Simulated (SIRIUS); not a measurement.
Something may be wrong with this SIRIUS 7.12.0 calculation of TiO2 (Anatase).

sirius.json

```json
{
  "control": {
    "processing_unit": "cpu",
    "verbosity": 2,
    "num_bands_to_print": 34,
    "print_forces": true,
    "print_stress": true
  },
  "parameters": {
    "electronic_structure_method": "pseudopotential",
    "xc_functionals": ["XC_GGA_X_PW91", "XC_GGA_C_PW91"],
    "gk_cutoff": 6.4,
    "pw_cutoff": 20.0,
    "ngridk": [3, 3, 3],
    "shiftk": [0, 0, 0],
    "smearing": "fermi-dirac",
    "smearing_width": 0.0018374661,
    "num_bands": 34,
    "num_mag_dims": 1,
    "num_dft_iter": 60,
    "energy_tol": 1e-08,
    "density_tol": 1e-06,
    "hubbard_correction": true
  },
  "iterative_solver": {
    "type": "davidson",
    "min_tolerance": 1e-10
  },
  "mixer": {
    "type": "anderson",
    "beta": 0.5,
    "max_history": 8
  },
  "settings": {
    "tol_ne": 1e-10,
    "smooth_initial_mag": true
  },
  "unit_cell": {
    "lattice_vectors": [
      [-0.346652504881, 0.346652504881, 0.871587105067],
      [0.346652504881, -0.346652504881, 0.871587105067],
      [0.346652504881, 0.346652504881, -0.871587105067]
    ],
    "lattice_vectors_scale": 10.5825386149,
    "atom_coordinate_units": "lattice",
    "atom_types": ["Ti", "O"],
    "atom_files": {
      "O": "O.json",
      "Ti": "Ti.json"
    },
    "atoms": {
      "Ti": [
        [0.75, 0.25, 0.5, 0.0, 0.0, 1.0],
        [0.0, 0.0, 0.0, 0.0, 0.0, -1.0]
      ],
      "O": [
        [0.7919, 0.7919, 0.0, 0.0, 0.0, 0.0],
        [0.5419, 0.0419, 0.5, 0.0, 0.0, 0.0],
        [0.9581, 0.4581, 0.5, 0.0, 0.0, 0.0],
        [0.2081, 0.2081, 0.0, 0.0, 0.0, 0.0]
      ]
    }
  },
  "hubbard": {
    "simplified": true,
    "subspace_method": "normalize",
    "local": [
      {
        "atom_type": "Ti",
        "n": 3,
        "l": 2,
        "U": 0.18374661,
        "J": 0.0,
        "total_initial_occupancy": 2,
        "initial_occupancy": [0.4, 0.4, 0.4, 0.4, 0.4, 0.0, 0.0, 0.0, 0.0, 0.0]
      }
    ]
  }
}
```

Potentials or basis: GBRV 1.5 PBE (ultrasoft).

Run with:

```bash
$ upf_to_json o_pbe_v1.2.uspp.F.UPF
$ upf_to_json ti_pbe_v1.4.uspp.F.UPF
$ # the labels of the atomic orbitals (3D, 4S, ...) are then added to the .json files where the converter dropped them
$ OMP_NUM_THREADS=1 sirius.scf --input=sirius.json --output=out.json --task=0
```

Output:

```text
get_smearing_t(): wrong label of the smearing_t enumerator: fermi-dirac
--------------------------------------------------------------------------
MPI_ABORT was invoked on rank 0 in communicator MPI_COMM_WORLD
  Errorcode: -1

NOTE: invoking MPI_ABORT causes Open MPI to kill all MPI processes.
You may or may not see output from other processes, depending on
exactly when Open MPI kills them.
--------------------------------------------------------------------------
```

Question: Diagnose the run.

Answer: The program refused the input. The input holds a flaw that was put in on purpose: unknown smearing (parameters.smearing = fermi-dirac).
